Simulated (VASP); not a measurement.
Write the native input for VASP 6.6.1 that does the following.

```
Task                            : G0W0 quasiparticle levels
Functional                      : PBE
Potentials or basis             : VASP PAW PBE potentials, release 64 (Se_GW, Mg_GW)
Cutoff                          : 450 eV
k mesh                          : 4 × 4 × 4
Occupations                     : gaussian, width 0.01 eV
Spin                            : no spin polarisation
GW scheme                       : G0W0
GW iterations                   : 1
Cutoff of the response function : 170
Frequency points                : 50
Empty bands                     : 203
Further INCAR settings          : ALGO = EVGW0; EDIFF = 1e-08; NBANDS = 207
```

MgSe:

```xyz
2
Lattice="0.0000 2.7255 2.7255 2.7255 0.0000 2.7255 2.7255 2.7255 0.0000" Properties=species:S:1:pos:R:3 pbc="T T T"
Se    2.7255    2.7255    2.7255
Mg    0.0000    0.0000    0.0000
```

These files were run (other wordings do the same):

POSCAR

```
MgSe
1.0
    0.0000000000      2.7255000000      2.7255000000
    2.7255000000      0.0000000000      2.7255000000
    2.7255000000      2.7255000000      0.0000000000
Se Mg
1 1
Direct
    0.5000000000      0.5000000000      0.5000000000
    0.0000000000      0.0000000000      0.0000000000
```

INCAR.step1

```
SYSTEM = MgSe
ALGO = Fast
EDIFF = 1E-8
ENCUT = 450
GGA = PE
ISMEAR = 0
LASPH = .True.
LCHARG = .False.
LREAL = .False.
LWAVE = .True.
NELM = 100
PREC = Accurate
SIGMA = 0.01
```

INCAR.step2

```
SYSTEM = MgSe
ALGO = Exact
EDIFF = 1E-8
ENCUT = 450
GGA = PE
ISMEAR = 0
ISTART = 1
LASPH = .True.
LCHARG = .False.
LOPTICS = .True.
LREAL = .False.
LWAVE = .True.
NBANDS = 207
NELM = 1
PREC = Accurate
SIGMA = 0.01
```

INCAR.step3

```
SYSTEM = MgSe
ALGO = EVGW0
EDIFF = 1E-8
ENCUT = 450
ENCUTGW = 170
GGA = PE
ISMEAR = 0
ISTART = 1
LASPH = .True.
LCHARG = .False.
LREAL = .False.
LWAVE = .False.
NBANDS = 207
NBANDSGW = 12
NELMGW = 1
NOMEGA = 50
PREC = Accurate
PRECFOCK = Fast
SIGMA = 0.01
```

KPOINTS

```
k-points
0
Gamma
  4 4 4
  0 0 0
```

Potentials or basis: VASP PAW PBE potentials, release 64 (Se_GW, Mg_GW).

Command:

```console
$ cat potpaw_PBE.64/Se_GW/POTCAR potpaw_PBE.64/Mg_GW/POTCAR > POTCAR
$ cp INCAR.step1 INCAR
$ mpirun -np 1 vasp_std > vasp.out
$ cp INCAR.step2 INCAR
$ mpirun -np 1 vasp_std > vasp.out
$ cp INCAR.step3 INCAR
$ mpirun -np 1 vasp_std > vasp.out
```

It gave:

```json
{
  "Band gap on the k mesh, mean-field level": "1.77 eV, indirect (least direct gap 2.57 eV)",
  "Quasiparticle gap": "3.06 eV",
  "Least direct quasiparticle gap": "3.98 eV"
}
```

Caveat: the k mesh is coarse (spacing up to 0.50 Å⁻¹), so the values aren't converged; bands, screening cutoff and mesh are small and nothing is extrapolated, so the quasiparticle values aren't converged.

It took 64 s on 1 thread of Intel(R) Xeon(R) 6975P-C (Granite Rapids), on a shared host, peak memory 0.41 GiB.
